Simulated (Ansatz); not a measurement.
AlN: frozen normal mode

The calculation used DFT PBEsol, scalar-relativistic, plane waves, PAW (Ansatz). The runs took a 420 eV cutoff, a Γ-centred 8×8×8 mesh and Gaussian smearing (0.05 eV). No spin polarisation. Energies are free energies at this smearing, counted from the undisturbed cell; pressure is positive in compression.

Zero of the scan (relaxed at this level):

```
CELL_PARAMETERS angstrom
-3.11369 0.00000 0.00000
0.00000 5.39307 0.00000
1.55685 -2.69654 -4.98342
ATOMIC_POSITIONS crystal
Al 0.99925 0.33258 0.99849
Al 0.49925 0.83258 0.99849
Al 0.24925 0.91591 0.49849
Al 0.74925 0.41591 0.49849
N 0.80825 0.14159 0.61651
N 0.30825 0.64159 0.61651
N 0.05825 0.72492 0.11651
N 0.55825 0.22492 0.11651
```

A zone-centre mode of this cell is frozen in: each atom moves by x times its row below, so x is the largest displacement.
```
atom ux uy uz
 Al1   1.000  0.000  0.000
 Al2   1.000  0.000  0.000
 Al3  -1.000  0.000  0.000
 Al4  -1.000  0.000  0.000
  N5  -0.894  0.000  0.000
  N6  -0.894  0.000  0.000
  N7   0.894  0.000  0.000
  N8   0.894  0.000  0.000
```

x (Å), ΔE (meV/cell) and a bar:
```
  -0.1200      223.1 ##############################
  -0.0600       55.8 ########
   0.0000        0.0
   0.0150        3.5
   0.0300       13.9 ##
   0.0450       31.4 ####
   0.0750       87.2 ############
   0.0900      125.5 #################
   0.1050      170.8 #######################
```

By symmetry 0.1200 repeats -0.1200, -0.0900 repeats 0.0900, 0.0600 repeats -0.0600, -0.0300 repeats 0.0300 in energy, with the opposite slope along the path.

Cost: 9 runs of about 3.6 core-minutes in all, on Intel Xeon Processor @ 2.70GHz (shared hosts).